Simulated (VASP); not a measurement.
# Cs in VASP: a series of runs, part 2 of 2

VASP 6.6.1. The steps go on from the part before.

## (5) Single point, PBEsol

The input, INCAR:

```
ADDGRID = False
ALGO = Normal
EDIFF = 1E-6
ENCUT = 400
GGA = PS
ISIF = 2
ISMEAR = 1
LASPH = True
LCHARG = False
LREAL = Auto
LWAVE = False
NELM = 100
PREC = Accurate
SIGMA = 0.1
```

The input, KPOINTS:

```
k-points
0
Gamma
  8 8 8
```

The input, POSCAR:

```
Cs
1.0
    3.0286440000     -4.4025590000     -0.0553060000
    2.9811710000      4.3695220000      0.0984760000
   -2.5313490000      0.0923220000      4.3694900000
Cs
1
Direct
   -0.0054440000      0.0010830000      0.4979030000
```

Potentials or basis: VASP PAW PBE potentials, release 64 (Cs_sv).

On the command line:

```
$ cat potpaw_PBE.64/Cs_sv/POTCAR > POTCAR
$ mpirun -np 1 vasp_std > vasp.out
```

OUTCAR:

```text
EDIFF = 1E-6
   ENCUT = 400
   GGA = PS
   ISIF = 2
   ISMEAR = 1
   LASPH = True
   LREAL = Auto
   NELM = 100
   PREC = Accurate

 Found    260 irreducible k-points:

 Following reciprocal coordinates:
            Coordinates               Weight
  0.000000  0.000000  0.000000      1.000000
  0.125000 -0.000000 -0.000000      2.000000
  0.250000 -0.000000 -0.000000      2.000000
  0.375000 -0.000000  0.000000      2.000000
  0.500000 -0.000000 -0.000000      1.000000
 -0.000000  0.125000 -0.000000      2.000000
   k-points           NKPTS =    260   k-points in BZ     NKDIM =    260   number of bands    NBANDS=      8
   number of dos      NEDOS =    301   number of ions     NIONS =      1
   total plane-waves  NPLWV =  46656
   dimension x,y,z NGX =    36 NGY =   36 NGZ =   36
   dimension x,y,z NGXF=    72 NGYF=   72 NGZF=   72
   ions per type =               1
   NGX,Y,Z   is equivalent  to a cutoff of  11.20, 11.31, 11.85 a.u.
   NGXF,Y,Z  is equivalent  to a cutoff of  22.40, 22.62, 23.70 a.u.
 SYSTEM =  unknown system
   PREC   = accura    normal or accurate (medium, high low for compatibility)
   ISTART =      0    job   : 0-new  1-cont  2-samecut
   ICHARG =      2    charge: 1-file 2-atom 10-const
   ISPIN  =      1    spin polarized calculation?
   LNONCOLLINEAR =      F non collinear calculations
   LSORBIT =      F    spin-orbit coupling
   LASPH  =      T    aspherical Exc in radial PAW
   ENCUT  =  400.0 eV  29.40 Ry    5.42 a.u.   8.71  8.63  8.24*2*pi/ulx,y,z
   NELM   =    100;   NELMIN=  2; NELMDL= -5     # of ELM steps
   EDIFF  = 0.1E-05   stopping-criterion for ELM
   LREAL  =      T    real-space projection
   EDIFFG = 0.1E-04   stopping-criterion for IOM
   NSW    =      0    number of steps for IOM
   IBRION =     -1    ionic relax: 0-MD 1-quasi-New 2-CG
   NFREE  =      0    steps in history (QN), initial steepest desc. (CG)
   ISIF   =      2    stress and relaxation
   ISYM   =      2    0-nonsym 1-usesym 2-fastsym
   POTIM  = 0.5000    time-step for ionic-motion
   TEBEG  =    0.0;   TEEND  =   0.0 temperature during run
   PSTRESS=    0.0 pullay stress
   NELECT =       9.0000    total number of electrons
   NUPDOWN=      -1.0000    fix difference up-down
   EMIN   =  10.00;   EMAX   =-10.00  energy-range for DOS
   EFERMI =   0.00;   METHOD = LEGACY
   ISMEAR =     1;   SIGMA  =   0.10  broadening in eV -4-tet -1-fermi 0-gaus
   EFERMI_NEDOS =   21; number of points for ismear=-14 and -15
   IALGO  =     38    algorithm
   IMIX   =      4    mixing-type and parameters
     AMIX     =   0.40;   BMIX     =  1.00
     AMIX_MAG =   1.60;   BMIX_MAG =  1.00
  volume/ion in A,a.u.               =     115.62       780.22
  Fermi-wavevector in a.u.,A,eV,Ry     =   0.699009  1.320935  6.647991  0.488614
  Thomas-Fermi vector in A             =   1.782770
   LORBIT       =      0    0 simple, 1 ext, 2 COOP (PROOUT), +10 PAW based schemes
   GGA     = PS    functional components
   LHFCALC =     F    Hartree Fock is set to
   AEXX    =    0.0000 exact exchange contribution
   IVDW    =     0    specifies the selected vdW correction
   LEPSILON=     F    determine dielectric tensor
   LRPA    =     F    only Hartree local field effects (RPA)
 non-spin polarized calculation
 Methfessel and Paxton  Order N= 1 SIGMA  =   0.10
  energy-cutoff  :      400.00
  volume of cell :      115.62
 maximum number of plane-waves:      2122
   NGX = 17   NGY = 17   NGZ = 17

 number of electron       9.0000000 magnetization

 Free energy of the ion-electron system (eV)
  ---------------------------------------------------
  ext. energy  EPLUGINS =         0.00000000
  ---------------------------------------------------
  free energy    TOTEN  =        -0.93135351 eV

  energy without entropy =       -0.93115216  energy(sigma->0) =       -0.93128639

 E-fermi :   0.3698     XC(G=0):  -5.4617

 val. band max:        0.3697449898   @ k =   0.5000   0.3750   0.1250
 cond. band min:       0.3758539382   @ k =   0.5000   0.5000  -0.0000
 fundamental gap:      0.0061089484
 Fermi energy:         0.3698355579

 k-point     1 :       0.0000    0.0000    0.0000
  band No.  band energies     occupation
      1     -23.4961      2.00000
      2     -10.2263      2.00000
      3     -10.2176      2.00000
      4     -10.2004      2.00000
      5      -1.3149      2.00000
      6       2.5615      0.00000
      7       2.7986      0.00000
      8       3.0536      0.00000

 k-point     2 :       0.1250   -0.0000   -0.0000
  band No.  band energies     occupation
      1     -23.4954      2.00000
      2     -10.2418      2.00000
      3     -10.2231      2.00000
      4     -10.2021      2.00000
      5      -1.1549      2.00000
      6       2.4340      0.00000
      7       2.5685      0.00000
      8       3.1245      0.00000

 k-point     3 :       0.2500   -0.0000   -0.0000
  band No.  band energies     occupation
      1     -23.4937      2.00000
      2     -10.2829      2.00000
      3     -10.2334      2.00000
      4     -10.2051      2.00000
      5      -0.7091      2.00000
      6       1.9848     -0.00000
      7       2.1744     -0.00000
      8       3.5303      0.00000

 k-point     4 :       0.3750   -0.0000    0.0000
  band No.  band energies     occupation
      1     -23.4920      2.00000
      2     -10.3235      2.00000
      3     -10.2436      2.00000
      4     -10.2075      2.00000
      5      -0.0955      2.00000
      6       1.4390     -0.00000
      7       1.9561     -0.00000
      8       4.0266      0.00000

 k-point     5 :       0.5000   -0.0000   -0.0000
  band No.  band energies     occupation
      1     -23.4913      2.00000
      2     -10.3401      2.00000
      3     -10.2478      2.00000
      4     -10.2085      2.00000
      5       0.3205      1.73265
      6       1.1108     -0.00000
      7       1.8745     -0.00000
      8       3.9039      0.00000

 k-point     6 :      -0.0000    0.1250   -0.0000
  band No.  band energies     occupation
      1     -23.4954      2.00000
      2     -10.2415      2.00000
      3     -10.2243      2.00000
      4     -10.2015      2.00000
      5      -1.1572      2.00000
      6       2.4526      0.00000
      7       2.5760      0.00000
      8       3.1452      0.00000

 [... further k-points ...]
[... 5 lines left out ...]
  --------------------------------------------------------------------------------------
  -------------------------------------------------------------------------------------
  Total       -0.0809793     -0.0814216     -0.0865230      0.0056605     -0.0020334     -0.0593321
  in kB       -1.1221884     -1.1283178     -1.1990112      0.0784416     -0.0281781     -0.8222078
  external PRESSURE =      -1.1498392 kB  Pullay stress =       0.0000000 kB

 VOLUME and BASIS-vectors are now :
 -----------------------------------------------------------------------------
  energy-cutoff  :      400.00
  volume of cell :      115.62
      direct lattice vectors                 reciprocal lattice vectors
     3.028644000 -4.402559000 -0.055306000     0.165058960 -0.114823640  0.098048647
     2.981171000  4.369522000  0.098476000     0.166342001  0.113250823  0.093973007
    -2.531349000  0.092322000  4.369490000    -0.001659677 -0.004005713  0.227982806

 POSITION                                       TOTAL-FORCE (eV/Angst)
 -----------------------------------------------------------------------------------
      1.75502     -4.32789      2.12068         0.000000     -0.000000      0.000000
 -----------------------------------------------------------------------------------
    total drift:                               -0.000009     -0.000001     -0.000001

  FREE ENERGIE OF THE ION-ELECTRON SYSTEM (eV)
  ---------------------------------------------------
  free  energy   TOTEN  =        -0.9313535067 eV

  energy  without entropy=       -0.9311521602  energy(sigma->0) =       -0.93128639
```

OSZICAR:

```text
N       E                     dE             d eps       ncg     rms          rms(c)
DAV:   1     0.532457072289E+02    0.53246E+02   -0.27820E+03  4160   0.617E+02
DAV:   2     0.296244211908E+01   -0.50283E+02   -0.49688E+02  5376   0.113E+02
DAV:   3    -0.884197041230E+00   -0.38466E+01   -0.38458E+01  4328   0.419E+01
DAV:   4    -0.930844564856E+00   -0.46648E-01   -0.46646E-01  7720   0.550E+00
DAV:   5    -0.930879985927E+00   -0.35421E-04   -0.35421E-04  5336   0.924E-02    0.130E-01
DAV:   6    -0.930898535510E+00   -0.18550E-04   -0.10872E-03  7432   0.195E-01    0.913E-02
DAV:   7    -0.931304076196E+00   -0.40554E-03   -0.32613E-03  5552   0.356E-01    0.314E-02
DAV:   8    -0.931352645692E+00   -0.48569E-04   -0.96823E-05  6000   0.781E-02    0.506E-03
DAV:   9    -0.931353911089E+00   -0.12654E-05   -0.29911E-06  7208   0.108E-02    0.280E-03
DAV:  10    -0.931353506747E+00    0.40434E-06   -0.66283E-07  5304   0.496E-03
   1 F= -.93135351E+00 E0= -.93128639E+00  d E =-.201347E-03
```

Run time: 1.8 min. Hardware: 1 thread of Intel Xeon Platinum 8488C (Sapphire Rapids), shared host; peak memory 0.26 GiB.

These settings aren't checked as converged: the numbers below hold their error.

What came out:

- Free energy: -0.9314 eV
- Pressure: -0.1 GPa
- Band gap on the k mesh: none (metal or under the smearing width)

Caveat: the PAW data sets were made with another functional, which shifts forces and pressure a little.
